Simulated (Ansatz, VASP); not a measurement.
## Two plane-wave programs on HfO2

```
CELL_PARAMETERS angstrom
0.00000 2.52918 2.52918
2.58887 0.00000 2.52918
2.58887 2.52918 0.00000
ATOMIC_POSITIONS crystal
Hf 0.00000 0.00000 0.00000
O 0.25000 0.25000 0.25000
O 0.75000 0.75000 0.75000
```

Change from the starting cell: uniaxial_x strain +2.4%.

Alike in both runs: task single point; functional r2SCAN; k mesh 8 × 8 × 8; no spin polarisation.

```csv
,VASP,Ansatz
version,VASP 6.6.1,Ansatz 0.2.0
potentials or method,"VASP PAW PBE potentials, release 64 (Hf_pv, O)","plane waves, PAW"
plane-wave cutoff (eV),520,500
occupations,"gaussian, width 0.01 eV",fixed
valence electrons in the cell,22,38
```

Ansatz gave:

```
gap on the k mesh at the Fermi level (eV)       : 4.12
pressure (GPa)                                  : -6.0
largest component of the traceless stress (GPa) : 7.46
```

Q: Which values does VASP return?

A: gap on the k mesh at the Fermi level (eV): 4.12; pressure (GPa): -9.7; largest component of the traceless stress (GPa): 7.58.

The two sets of potentials don't hold the same shells in valence.

Caveats: the PAW data sets were made with another functional, which shifts forces and pressure a little (VASP); spin-orbit coupling is left out, which moves the levels of the heavy elements. A k mesh can miss the band edges.
